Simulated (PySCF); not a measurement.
Field gradients at the hydrogen positions

Species: norbornene, C₇H₁₀.
Geometry (PBE0-D3(BJ)/def2-SVP, Å), atoms numbered from 1 in this order:
```xyz
17
C7H10 angstrom
C      1.428    0.417   -0.538
C      0.766    1.401    0.088
C     -0.379    0.764    0.846
C     -1.398    0.293   -0.233
C     -0.634   -0.844   -0.956
C      0.727   -0.882   -0.201
C      0.260   -0.579    1.231
H      2.242    0.522   -1.258
H      0.929    2.476   -0.015
H     -0.820    1.363    1.654
H     -1.690    1.112   -0.905
H     -2.316   -0.083    0.246
H     -1.156   -1.808   -0.852
H     -0.500   -0.658   -2.031
H      1.307   -1.802   -0.359
H      1.095   -0.468    1.938
H     -0.463   -1.314    1.621
```

Level: PBE0/pcSseg-1 (PySCF, non-relativistic); Q(2H) = 0.00286 b; rigid geometry, the same for H and D, with no vibrational averaging.

Problem. Give the electric field gradient Vzz (the principal value of largest size), its asymmetry and the 2H coupling at each hydrogen.

Solution. 
| atom | bonded to | bond length (Å) | Vzz (au) | η | χzz (kHz) |
| --- | --- | --- | --- | --- | --- |
| H8 | C1 | 1.092 | 0.3116 | 0.05 | 209 |
| H9 | C2 | 1.092 | 0.3116 | 0.05 | 209 |
| H10 | C3 | 1.098 | 0.2962 | 0.01 | 199 |
| H11 | C4 | 1.100 | 0.2929 | 0.01 | 197 |
| H12 | C4 | 1.101 | 0.2908 | 0.00 | 195 |
| H13 | C5 | 1.101 | 0.2908 | 0.00 | 195 |
| H14 | C5 | 1.100 | 0.2929 | 0.01 | 197 |
| H15 | C6 | 1.098 | 0.2962 | 0.01 | 199 |
| H16 | C7 | 1.100 | 0.2921 | 0.01 | 196 |
| H17 | C7 | 1.102 | 0.2885 | 0.02 | 194 |

Problem. How does χzz go with the bond length over the 10 C–H bonds?

Solution. A straight-line fit has a slope of -15.4 kHz for each 0.01 Å, with a correlation coefficient of -1.00, over lengths from 1.092 to 1.102 Å. The longer bonds have the smaller couplings here.

Isolated species at its PBE0-D3(BJ)/def2-SVP geometry, gas phase. The basis is small and wasn't made for field gradients, so the couplings can be 20 % off.

The run behind these numbers computed NMR shieldings as well. Hardware: Arm Neoverse V2, one thread (shared host). Cost: 16 s.
